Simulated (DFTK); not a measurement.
Runs of DFTK 0.8.2 on Al. It takes space group Fm-3m (No. 225, cubic). The conventional cell has a = 4.050 Å, b = 4.050 Å, c = 4.050 Å, α = 90.00°, β = 90.00°, γ = 90.00°. Al (site symmetry m-3m) has 12 Al at 2.86 Å as nearest neighbours. 

```csv
task,level,potentials or basis,cell,k mesh,cutoff (eV),valence electrons,SCF solver,mesh quality,gap on the mesh (eV),pressure (GPa),V0 of scaled cells (Å³/atom),B0 (GPa)
single point,PBE,dojo.nc.sr.pbe.v0_4_1.standard.upf (PBE),cell strained at random at fixed volume,11 × 11 × 11,707,Al 3,-,not flagged,none,-0.5,-,-
equation of state,LDA,dojo.nc.sr.lda.v0_4_1.stringent.upf (LDA),as given,11 × 11 × 11,599,Al 3,-,not flagged,-,-,15.77,(a)
band structure,PBE,"in-house norm-conserving set (PBE, scalar relativistic)",as given,11 × 11 × 11,544,Al 3,-,not flagged,none,-0.4,-,-
single point,PBE,dojo.nc.sr.pbe.v0_4_1.standard.upf (PBE),as given,11 × 11 × 11,707,Al 3,-,not flagged,none,-0.7,-,-
equation of state,PBE,dojo.nc.sr.pbe.v0_4_1.standard.upf (PBE),as given,11 × 11 × 11,707,Al 3,-,not flagged,-,-,16.46,80
equation of state,r2SCAN,SG15 1.2 (PBE),as given,7 × 7 × 7,1225,Al 11,ScfAndersonSolver,coarse,-,-,(c),(b)
```

Alike in all rows: no spin polarisation; smearing fermi-dirac 0.05 eV.

Task: Estimate the missing entries.

Result: (a) 85; (b) 93; (c) 16.16.

Caveats: some runs use coarse meshes; the potentials were made for another functional, which shifts forces and pressure (some runs).

A gap of «none» marks a metal or a gap under the smearing width.
